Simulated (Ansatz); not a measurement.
Rh in Ansatz: the effect of functional

The system is Rh.

```
Rh
1.0
     0.00000    1.87220    1.87220
     1.87220    0.00000    1.87220
     1.87220    1.87220    0.00000
Rh
1
Direct
  0.00000 0.00000 0.00000
```

The cell isn't the ideal one: volume scaled by 0.96.

Alike in all runs:

- Program: Ansatz 0.2.0
- Task: single point
- Potentials or basis: Ansatz PAW
- k mesh: 12 × 12 × 12
- Occupations: fermi-dirac, width 0.05 eV
- Spin: no spin polarisation

```csv
functional,cutoff,pressure (GPa)
LDA,420 eV (not typed: the program's choice for these potentials),2.2
r2SCAN,500 eV (not typed: the program's choice for these potentials),?
PBE,420 eV (not typed: the program's choice for these potentials),20.6
```

**Question.** What does the run with functional r2SCAN give?

**Answer.** Pressure 13.8 GPa.

Caveats: the PAW data sets come from PBE, with cores solved anew for the run's functional, which leaves a small shift of forces and pressure (some runs).
